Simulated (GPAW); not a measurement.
# Ti3Pt (Pm-3n) in GPAW: equation of state with r2SCAN

Aim: the equation of state of Ti3Pt with r2SCAN.

Program: GPAW 26.7.0. These are calculated values, not measurements. Logs are shortened: lines on timing, memory, paths and dates and some standing lists are left out, and cuts for length are marked. The log counts tension as positive stress, the text compression.

## Step 1: Starting point

It takes space group Pm-3n (No. 223, cubic). The conventional cell has a = 5.030 Å, b = 5.030 Å, c = 5.030 Å, α = 90.00°, β = 90.00°, γ = 90.00°. Around Pt (site symmetry m-3) lie 12 Ti at 2.81 Å. Ti (site symmetry -4m2) has 2 Ti at 2.51 to 2.52 Å and 4 Pt at 2.81 Å as nearest neighbours.

## Step 2: Equation of state, r2SCAN

The input, run.py:

```python
from ase import Atoms
from ase.eos import EquationOfState
from ase.io import Trajectory
from ase.units import GPa
from gpaw import GPAW, PW

atoms = Atoms(['Pt', 'Pt', 'Ti', 'Ti', 'Ti', 'Ti', 'Ti', 'Ti'],
              cell=[[5.03, 0.0, 0.0],
                    [0.0, 5.03, 0.0],
                    [0.0, 0.0, 5.03]],
              scaled_positions=[[0.5, 0.5, 0.5],
                                [0.0, 0.0, 0.0],
                                [0.0, 0.5, 0.25],
                                [0.0, 0.5, 0.75],
                                [0.5, 0.25, 0.0],
                                [0.75, 0.0, 0.5],
                                [0.5, 0.75, 0.0],
                                [0.25, 0.0, 0.5]],
              pbc=True)

traj = Trajectory('eos.traj', 'w')
volumes, energies = [], []
for x in [0.94, 0.96, 0.98, 1.0, 1.02, 1.04, 1.06]:
    a = atoms.copy()
    a.set_cell(atoms.cell * x**(1 / 3), scale_atoms=True)
    calc = GPAW(mode=PW(600),
                xc='MGGA_X_R2SCAN+MGGA_C_R2SCAN',
                kpts={'size': (4, 4, 4), 'gamma': True},
                occupations={'name': 'fermi-dirac', 'width': 0.05},
                nbands=89,
                convergence={'density': 1e-05, 'energy': 1e-05},
                maxiter=150,
                txt=f'eos-{x:.2f}.txt')
    a.calc = calc
    energies.append(a.get_potential_energy(force_consistent=True))
    volumes.append(a.get_volume())
    p = -a.get_stress()[:3].mean() / GPa
    calc.write(f'eos-{x:.2f}.gpw')
    traj.write(a)
    print(f'{x:.2f} {volumes[-1]:10.4f} A^3 {energies[-1]:14.6f} eV {p:9.3f} GPa', flush=True)

v0, e0, B = EquationOfState(volumes, energies, eos='birchmurnaghan').fit()
print(f'V0 = {v0:.4f} A^3, E0 = {e0:.6f} eV, B0 = {B / GPa:.2f} GPa')
```

Potentials or basis: GPAW PAW data sets (gpaw-data 1.2.1), pw.

Launch:

```bash
> OMP_NUM_THREADS=1 python run.py
```

The log of the run:

```text
__  _  _
 | _ |_)|_||  |
 |__||  | ||/\| - 26.7.0

Input parameters:
  mode=PW(ecut=600.0),
  convergence={'density': 1e-05, 'energy': 1e-05},
  kpts=MonkhorstPack(size=(4, 4, 4), gamma=True),
  maxiter=150,
  nbands=89,
  occupations=Occupations(name='fermi-dirac', width=0.05),
  xc=XC(name='MGGA_X_R2SCAN+MGGA_C_R2SCAN')

Diagonalizing LCAO Hamiltonian
Converting LCAO to pw mode
    .-----------.
   /|           |
  / |           |
 * Ti           |
 |  |           |
 |  |    Pt     |
 | TTi----Ti----.
 | /     Ti    /
 |/     Ti    /
 Pt----------*

Atoms  # Å, Bohr magnetons
|   | symbol |        x |        y |        z |    initial magnetic moments |
|---|--------|----------|----------|----------|-----------------------------|
| 0 |     Pt | 2.463659 | 2.463659 | 2.463659 | ( 0.0000,  0.0000,  0.0000) |
| 1 |     Pt | 0.000000 | 0.000000 | 0.000000 | ( 0.0000,  0.0000,  0.0000) |
| 2 |     Ti | 0.000000 | 2.463659 | 1.231830 | ( 0.0000,  0.0000,  0.0000) |
| 3 |     Ti | 0.000000 | 2.463659 | 3.695489 | ( 0.0000,  0.0000,  0.0000) |
| 4 |     Ti | 2.463659 | 1.231830 | 0.000000 | ( 0.0000,  0.0000,  0.0000) |
| 5 |     Ti | 3.695489 | 0.000000 | 2.463659 | ( 0.0000,  0.0000,  0.0000) |
| 6 |     Ti | 2.463659 | 3.695489 | 0.000000 | ( 0.0000,  0.0000,  0.0000) |
| 7 |     Ti | 1.231830 | 0.000000 | 2.463659 | ( 0.0000,  0.0000,  0.0000) |

Unit cell  # Å
| periodic |        x |        y |        z |  lengths |    angles |
|----------|----------|----------|----------|----------|-----------|
|      yes | 4.927318 | 0.000000 | 0.000000 | 4.927318 | 90.000000 |
|      yes | 0.000000 | 4.927318 | 0.000000 | 4.927318 | 90.000000 |
|      yes | 0.000000 | 0.000000 | 4.927318 | 4.927318 | 90.000000 |

Number of symmetries: 24
Symmetry operations  # r_c * U_cc + t_c -> r_c
|    | kind |            matrix            |
|----|------|------------------------------|
|  0 |  E   |  1, 0, 0,  0, 1, 0,  0, 0, 1 |
|  1 |  σ   |  1, 0, 0,  0, 1, 0,  0, 0,-1 |
|  2 |  σ   |  1, 0, 0,  0,-1, 0,  0, 0, 1 |
|  3 |  C2  |  1, 0, 0,  0,-1, 0,  0, 0,-1 |
|  4 |  C3  |  0, 1, 0,  0, 0, 1,  1, 0, 0 |
|  5 |  S6  |  0, 1, 0,  0, 0, 1, -1, 0, 0 |
|  6 |  S6  |  0, 1, 0,  0, 0,-1,  1, 0, 0 |
|  7 |  C3  |  0, 1, 0,  0, 0,-1, -1, 0, 0 |
|  8 |  C3  |  0, 0, 1,  1, 0, 0,  0, 1, 0 |
|  9 |  S6  |  0, 0, 1,  1, 0, 0,  0,-1, 0 |
| 10 |  S6  |  0, 0, 1, -1, 0, 0,  0, 1, 0 |
| 11 |  C3  |  0, 0, 1, -1, 0, 0,  0,-1, 0 |
| 12 |  S6  |  0, 0,-1,  1, 0, 0,  0, 1, 0 |
| 13 |  C3  |  0, 0,-1,  1, 0, 0,  0,-1, 0 |
| 14 |  C3  |  0, 0,-1, -1, 0, 0,  0, 1, 0 |
| 15 |  S6  |  0, 0,-1, -1, 0, 0,  0,-1, 0 |
| 16 |  S6  |  0,-1, 0,  0, 0, 1,  1, 0, 0 |
| 17 |  C3  |  0,-1, 0,  0, 0, 1, -1, 0, 0 |
| 18 |  C3  |  0,-1, 0,  0, 0,-1,  1, 0, 0 |
| 19 |  S6  |  0,-1, 0,  0, 0,-1, -1, 0, 0 |
| 20 |  σ   | -1, 0, 0,  0, 1, 0,  0, 0, 1 |
| 21 |  C2  | -1, 0, 0,  0, 1, 0,  0, 0,-1 |
| 22 |  C2  | -1, 0, 0,  0,-1, 0,  0, 0, 1 |
| 23 |  i   | -1, 0, 0,  0,-1, 0,  0, 0,-1 |

BZ-sampling:
  Number of BZ points: 64
  Number of IBZ points: 11

  Monkhorst-Pack size: [4, 4, 4]
  Monkhorst-Pack shift: [0.125, 0.125, 0.125]

K-points  # in reciprocal-cell coordinates
|     |                                coordinates |     weight |
|-----|--------------------------------------------|------------|
|   0 | (  0.00000000,   0.00000000,   0.00000000) | 0.01562500 |
|   1 | (  0.25000000,   0.00000000,   0.00000000) | 0.09375000 |
|   2 | (  0.25000000,   0.25000000,   0.00000000) | 0.18750000 |
|   3 | (  0.25000000,   0.25000000,   0.25000000) | 0.12500000 |
|   4 | (  0.50000000,   0.00000000,   0.00000000) | 0.04687500 |
|   5 | (  0.50000000,   0.00000000,   0.25000000) | 0.09375000 |
|   6 | (  0.50000000,   0.25000000,   0.00000000) | 0.09375000 |
|   7 | (  0.50000000,   0.25000000,   0.25000000) | 0.18750000 |
|   8 | (  0.50000000,   0.50000000,   0.00000000) | 0.04687500 |
|   9 | (  0.50000000,   0.50000000,   0.25000000) | 0.09375000 |
| ... |                                            |            |
|  10 | (  0.50000000,   0.50000000,   0.50000000) | 0.01562500 |

Plane wave coefficients: 4032
Cutoff: 600.0 eV

Spin-components: 1 (collinear spins)
Bands:           89
Projectors:      48
Spin-degeneracy: 2
Datatype:        complex128

Parallelization:
  kpt:    1
  domain: 1
  band:   1

Density:
  Valence electrons: 104.0
  Components: 1
  Grid points: [28 28 28]
  Charge: 0.0  # |e|

Potential:
  Grid points: [28 28 28]

species:
  Pt:
    name:    Platinum
    Z:       78.0
    valence: 16
    core:    62
    charge:  0.0  # [|e|]
    compensation charges:
      type: gauss
      rc: 0.41  # [Å]
      lmax: 2
    cutoffs:
      filter: 2.26  # [Å]
      core: 2.26  # [Å]
    projectors
    | kind |    occ | energy [eV] | rcut [Å] |
    |------|--------|-------------|----------|
    |   6s |  1.000 |      -5.628 |    1.307 |
    |   5p |  6.000 |     -56.051 |    1.371 |
    |   6p |  0.000 |      -0.845 |    1.371 |
    |   5d |  9.000 |      -6.153 |    1.307 |
    |    s |        |      21.583 |    1.307 |
    |    d |        |      21.058 |    1.307 |

    Using partial waves for Pt as LCAO basis

  Ti:
    name:    Titanium
    Z:       22.0
    valence: 12
    core:    10
    charge:  0.0  # [|e|]
    compensation charges:
      type: gauss
      rc: 0.38  # [Å]
      lmax: 2
    cutoffs:
      filter: 2.23  # [Å]
      core: 1.02  # [Å]
    projectors
    | kind |    occ | energy [eV] | rcut [Å] |
    |------|--------|-------------|----------|
    |   3s |  2.000 |     -62.623 |    1.270 |
    |   4s |  2.000 |      -4.466 |    1.270 |
    |   3p |  6.000 |     -38.862 |    1.058 |
    |   4p |  0.000 |      -1.466 |    1.058 |
    |   3d |  2.000 |      -4.258 |    1.058 |
    |    d |        |      22.953 |    1.058 |

    Using partial waves for Ti as LCAO basis

Reference energy: -1140094.811225  # eV

eigensolver:
  PPCG
  Converge bands: occupied
  niter=2

density mixing:
  MSR1-Mixer
  Pratt-step length: 0.05
  Maximum mixing coefficient: 0.75
  Old densities: 10
  SVD Regularization: 0.005
  Good broyden scale: 1.0
  Trust region scale: 1.0
  Backstep threshold: 4.0
  History deletion threshold: 6.0
  Fourier metric: weight=20.0, sigma=0.015

occupation numbers:
  Fermi-Dirac:
    width: 0.0500  # eV

poisson solver:
  ecut: 4800.0  # eV

xc functional:
  name: MGGA_X_R2SCAN+MGGA_C_R2SCAN with 2 nearest neighbor stencil

convergence criteria:
- Maximum integral of absolute [dens]ity change: 1e-05 electrons / valence electron
- Maximum [total energy] change in last 3 cyles: 1e-05 eV / valence electron
- Maximum integral of absolute [eigenst]ate change: 4e-08 eV^2 / valence electron
maximum number of iterations: 150

SCF iterations
|iter     | |      energy | eigst |  dens |
|---------|-|-------------|-------|-------|
|iter:   1| | -153.094797 | +0.42 |       |
|iter:   2| | -120.182753 | -1.06 | -1.08 |
|iter:   3| | -118.405992 | -1.62 | -1.18 |
|iter:   4| | -117.387498 | -1.42 | -1.36 |
|iter:   5| | -117.383407 | -2.40 | -1.85 |
|iter:   6| | -117.398502 | -2.58 | -2.14 |
|iter:   7| | -117.401685 | -3.58 | -2.85 |
|iter:   8| | -117.402227 | -4.17 | -3.23 |
|iter:   9| | -117.402301c| -4.50 | -3.35 |
|iter:  10| | -117.402331c| -5.39 | -3.89 |
|iter:  11| | -117.402340c| -6.17 | -4.06 |
|iter:  12| | -117.402351c| -6.81 | -4.34 |
|iter:  13| | -117.402351c| -7.62c| -5.05c|

Converged in 13 steps
Energy contributions relative to reference atoms: (reference = -1140094.811225)

Energy contributions:
  Kinetic:          44.776666
  Coulomb:         -43.086529
  Zero:             -1.663991
  External:          0.000000
  Xc:             -117.391148
  Entropy:          -0.074699
  Spinorbit:         0.000000
  ----------------------------
  Free energy:    -117.439701
  Extrapolated:   -117.402351

dipole moment: (-48.613419, -48.613419, -48.613419)  # |e|*Ang

Fermi level: 10.585
Eigenvalues  # (at kpt = [0.000, 0.000, 0.000])
| band index |      eig [eV] | occ [0-2] |
|------------|---------------|-----------|
|          0 |       -48.225 |     2.000 |
|        ... |               |           |
|         47 |         9.501 |     2.000 |
|         48 |         9.613 |     2.000 |
|         49 |         9.613 |     2.000 |
|         50 |         9.613 |     2.000 |
|         51 |         9.665 |     2.000 |
|         52 |        10.216 |     1.999 |
[... 8 lines left out ...]
|         61 |        13.394 |     0.000 |
|         62 |        13.394 |     0.000 |
|        ... |               |           |
|         88 |        23.116 |     0.000 |

No gap
No difference between direct/indirect transitions

Stress tensor  # eV/Ang^3
|         x |         y |         z |
|-----------|-----------|-----------|
| -0.070079 |  0.000000 |  0.000000 |
|  0.000000 | -0.070079 |  0.000000 |
|  0.000000 |  0.000000 | -0.070079 |

# Writing to eos-0.94.gpw (mode='')
```

stdout:

```text
0.94   119.6277 A^3    -117.439701 eV    11.228 GPa
0.96   122.1730 A^3    -117.597398 eV     6.891 GPa
0.98   124.7183 A^3    -117.685993 eV     2.974 GPa
1.00   127.2635 A^3    -117.715680 eV    -0.554 GPa
1.02   129.8088 A^3    -117.691443 eV    -3.731 GPa
1.04   132.3541 A^3    -117.618971 eV    -6.590 GPa
1.06   134.8993 A^3    -117.503631 eV    -9.163 GPa
V0 = 127.3306 A^3, E0 = -117.715751 eV, B0 = 168.53 GPa
```

Run time: 39 min. Hardware: 1 thread of Arm Neoverse V1, shared host; peak memory 1.6 GiB.

What came out:

- Equilibrium volume: 15.92 Å³/atom (rough: see the caveat)
- Bulk modulus: 169 GPa (rough)

Energy against volume, from the lowest point:
```tsv
volume (Å³/atom)	energy (meV/atom)
14.953	34.50
15.272	14.79
15.590	3.71
15.908	0.00
16.226	3.03
16.544	12.09
16.862	26.51
```

Caveat: the points scatter about the fit; the PAW data sets were made with another functional, which shifts forces and pressure a little. Spin-orbit coupling is left out, which matters for the levels of Pt.
